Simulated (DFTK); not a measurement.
# AgCl (Chlorargyrite) (Fm-3m) in DFTK: reference runs

How does AgCl (Chlorargyrite) come out in PBEsol? The cell is run as given.

Program: DFTK 0.8.2. These are calculated values, not measurements. Logs are shortened: lines on timing, memory, paths and dates and some standing lists are left out, and cuts for length are marked.

**Measured values to compare with.**

A printed reference work, data compilation reports, for a bulk crystal of AgCl: band gap 3.249 eV (indirect).

The runs below are set against these values where they give the same quantity.

### 1 Starting point

It takes space group Fm-3m (No. 225, cubic). Conventional cell: a = 5.470 Å, b = 5.470 Å, c = 5.470 Å, α = 90.00°, β = 90.00°, γ = 90.00°. Ag (site symmetry m-3m) has 6 Cl at 2.73 Å as nearest neighbours. Cl (site symmetry m-3m) has 6 Ag at 2.73 Å as nearest neighbours.

### 2 Single point, PBEsol

run.jl

```julia
using DFTK
using PseudoPotentialData
using Unitful, UnitfulAtomic
using LinearAlgebra, Printf
include("save.jl")
disable_threading()

# lattice vectors are the columns
lattice = austrip(1u"Å") * [           0.0          2.735          2.735;
                    2.735            0.0          2.735;
                    2.735          2.735            0.0]
symbols   = [:Ag, :Cl]
positions = [[0.0, 0.0, 0.0],
             [0.5, 0.5, 0.5]]
pseudopotentials = PseudoFamily("dojo.nc.sr.pbesol.v0_4_1.standard.upf")
elements = Dict(s => ElementPsp(s, pseudopotentials) for s in unique(symbols))
atoms    = [elements[s] for s in symbols]

build_model(lattice, positions; symmetries=true) =
    model_DFT(lattice, atoms, positions;
              functionals=PBEsol(),
              temperature=austrip(0.05u"eV"),
              smearing=Smearing.FermiDirac(),
              symmetries)
Ecut  = 41.0  # hartree
kgrid = [8, 8, 8]
tol   = 1e-6
to_GPa = ustrip(uconvert(u"GPa", 1u"hartree/bohr^3"))

model = build_model(lattice, positions)
basis = PlaneWaveBasis(model; Ecut, kgrid)
display(basis)
scfres = self_consistent_field(basis;
                               tol,
                               nbandsalg=AdaptiveBands(model; n_bands_converge=18))
display(scfres.energies)
@printf "Fermi level: %.6f eV\n" ustrip(auconvert(u"eV", something(scfres.εF, NaN)))
forces = compute_forces_cart(scfres)
println("Forces (eV/Å)")
for (s, f) in zip(symbols, forces)
    @printf "%-3s %12.6f %12.6f %12.6f\n" s ustrip.(auconvert.(u"eV/Å", f))...
end
stress = compute_stresses_cart(scfres)
println("Stress (GPa)")
display(round.(stress * to_GPa; digits=4))
println("Levels at the first k-point (eV): ", round.(ustrip.(auconvert.(u"eV", scfres.eigenvalues[1][1:scfres.n_bands_converge])); digits=4))
save_scf!(scfres; forces, stress)
```

Potentials or basis: dojo.nc.sr.pbesol.v0_4_1.standard.upf (PBEsol).

On the command line:

```sh
julia --threads=1 run.jl  # save.jl only writes the numbers to a file and isn't shown; printed stress counts tension as positive; times include loading and compiling
```

Standard output:

```text
PlaneWaveBasis discretization:

    Ecut                 : 41.0 Ha
    fft_size             : (45, 45, 45), 91125 total points
    kgrid                : MonkhorstPack([8, 8, 8])
    num.   red. kpoints  : 512
    num. irred. kpoints  : 29

    Discretized Model(gga_x_pbe_sol+gga_c_pbe_sol, 3D):
        lattice (in Bohr)    : [0         , 5.1684    , 5.1684    ]
                               [5.1684    , 0         , 5.1684    ]
                               [5.1684    , 5.1684    , 0         ]
        unit cell volume     : 276.12 Bohr³

        atoms                : AgCl
        pseudopot. family    : PseudoFamily("dojo.nc.sr.pbesol.v0_4_1.standard.upf")

        num. electrons       : 26
        spin polarization    : none
        temperature          : 0.0018375 Ha
        smearing             : DFTK.Smearing.FermiDirac()

        terms                : Kinetic()
                               AtomicLocal()
                               AtomicNonlocal()
                               Ewald(nothing)
                               PspCorrection()
                               Hartree()
                               Xc(gga_x_pbe_sol, gga_c_pbe_sol)
                               Entropy()
n     Energy            log10(ΔE)   log10(Δρ)   Diag   Δtime
---   ---------------   ---------   ---------   ----   ------
  1   -171.2706382680                   -1.15    5.8    7.46s
  2   -171.2794441446       -2.06       -1.38    1.1    3.49s
  3   -171.2837913448       -2.36       -1.87    3.0    4.44s
  4   -171.2842072034       -3.38       -2.42    2.1    3.97s
  5   -171.2842276585       -4.69       -2.70    2.2    3.98s
  6   -171.2842354962       -5.11       -3.63    2.9    4.24s
  7   -171.2842356321       -6.87       -3.86    2.8    5.02s
  8   -171.2842356349       -8.55       -4.34    2.3    3.71s
  9   -171.2842356366       -8.78       -4.50    1.8    3.55s
 10   -171.2842356374       -9.09       -4.87    1.6    3.49s
 11   -171.2842356375      -10.16       -5.87    1.8    3.74s
 12   -171.2842356375      -11.44       -6.16    3.3    4.72s
Energy breakdown (in Ha):
    Kinetic             58.8241511
    AtomicLocal         -150.6220183
    AtomicNonlocal      0.0485517
    Ewald               -104.9484366
    PspCorrection       3.4464181
    Hartree             49.4306298
    Xc                  -27.4635310
    Entropy             -0.0000004

    total               -171.284235637511
Fermi level: 5.586394 eV
Forces (eV/Å)
Ag      0.000000     0.000000     0.000000
Cl     -0.000000    -0.000000    -0.000000
Stress (GPa)
3×3 StaticArraysCore.SMatrix{3, 3, Float64, 9} with indices SOneTo(3)×SOneTo(3):
  0.7477  -0.0     -0.0
 -0.0      0.7477  -0.0
 -0.0      0.0      0.7477
Levels at the first k-point (eV): [-84.6887, -48.2392, -48.2392, -48.2392, -10.2778, 2.4928, 2.4928, 2.4928, 2.5347, 2.5347, 2.6481, 2.6481, 2.6481, 5.8737, 15.6974, 15.6974, 15.6974, 17.2107]
```

Wall time 1.7 min (1 thread of Intel Xeon 6975P-C (Granite Rapids), shared host); peak memory 1.7 GiB.

What came out:

| Quantity | Value |
| --- | --- |
| Free energy | -4660.8815 eV |
| Pressure | -0.7 GPa |
| Band gap on the k mesh | 0.73 eV, indirect (least direct gap 3.18 eV) |

Levels at points of the mesh, in eV from the valence-band top:
| k point | band 11 | band 12 | band 13 | band 14 | band 15 | band 16 |
| --- | --- | --- | --- | --- | --- | --- |
| (0.00, 0.00, 0.00) | -2.50 | -2.50 | -2.50 | 0.73 | 10.55 | 10.55 |
| (-0.50, 0.00, 0.00) | -1.90 | 0.00 | 0.00 | 3.91 | 6.67 | 7.38 |
| (-0.50, -0.50, 0.00) | -2.10 | -2.10 | -1.99 | 2.16 | 7.73 | 8.60 |

### 3 Comparison with measurements

Step 2. A measured gap of AgCl is 3.249 eV (indirect; a printed reference work, data compilation); the calculated 0.73 eV misses it by -2.52 eV. So large a miss can be the level of theory's own, or it may mean another phase, state or a wrong row. Spin-orbit coupling on Ag is left out. The value is that of PBEsol on a finite k mesh, which can miss the band edges, without temperature or zero-point motion. Semilocal functionals fall short of measured gaps as a rule.
